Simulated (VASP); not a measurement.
Ca:

```
CELL_PARAMETERS angstrom
-2.24000 2.24000 2.24000
2.24000 -2.24000 2.24000
2.24000 2.24000 -2.24000
ATOMIC_POSITIONS crystal
Ca 0.00000 0.00000 0.00000
```

This isn't the form of Ca at room conditions, which is fcc.

- Program: VASP 6.6.1
- Task: single point
- Functional: PBE
- Potentials or basis: VASP PAW PBE potentials, release 64 (Ca_sv)
- Cutoff: 520 eV
- k mesh: 8 × 8 × 8
- Occupations: fermi-dirac, width 0.05 eV
- Spin: no spin polarisation

On this cell: pressure -1.0 GPa; band gap on the k mesh none (metal or under the smearing width).

The same run follows on a disturbed copy (cell strained at random at fixed volume):

```
Ca
1.0
    -2.25163    2.21383    2.23487
     2.21603   -2.23722    2.22267
     2.28387    2.26947   -2.25827
Ca
1
Direct
  0.01023 0.00536 0.01779
```

Q: What does the disturbed cell give?

A: The energy (extrapolated to zero smearing) moves by +0.7 meV/atom; pressure -1.0 GPa; band gap on the k mesh none (metal or under the smearing width).

Stress tensor (GPa, compression positive):
```
-0.95 -0.17  0.18
-0.17 -0.96  0.11
 0.18  0.11 -0.98
```
